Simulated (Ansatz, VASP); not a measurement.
TaN: VASP beside Ansatz

```
CELL_PARAMETERS angstrom
0.00000 2.17900 2.23347
2.17900 0.00000 2.23347
2.17900 2.17900 0.00000
ATOMIC_POSITIONS crystal
Ta 0.50000 0.50000 0.50000
N 0.00000 0.00000 0.00000
```

Change from the starting cell: strain +0.000 along x and y, +0.025 along z, atoms carried along.

Alike in both runs: task single point; functional PBE; k mesh 18 × 18 × 18; occupations gaussian, width 0.15 eV; no spin polarisation.

|  | VASP | Ansatz |
| --- | --- | --- |
| version | VASP 6.6.1 | Ansatz 0.2.0 |
| potentials or method | VASP PAW PBE potentials, release 64 (Ta_pv, N) | scalar-relativistic, plane waves, PAW |
| plane-wave cutoff (eV) | 520 | 420 |
| valence electrons in the cell | 16 | 18 |

```csv
,VASP,Ansatz,Ansatz less VASP
gap on the k mesh at the Fermi level (eV),none,none,-
pressure (GPa),6.7,5.9,-0.85
largest component of the traceless stress (GPa),9.67,9.62,-0.050
```

A gap of «none» marks a metal or a gap that the smearing closes. The two sets of potentials don't hold the same shells in valence.

Spin-orbit coupling is left out, which matters for the levels of Ta.
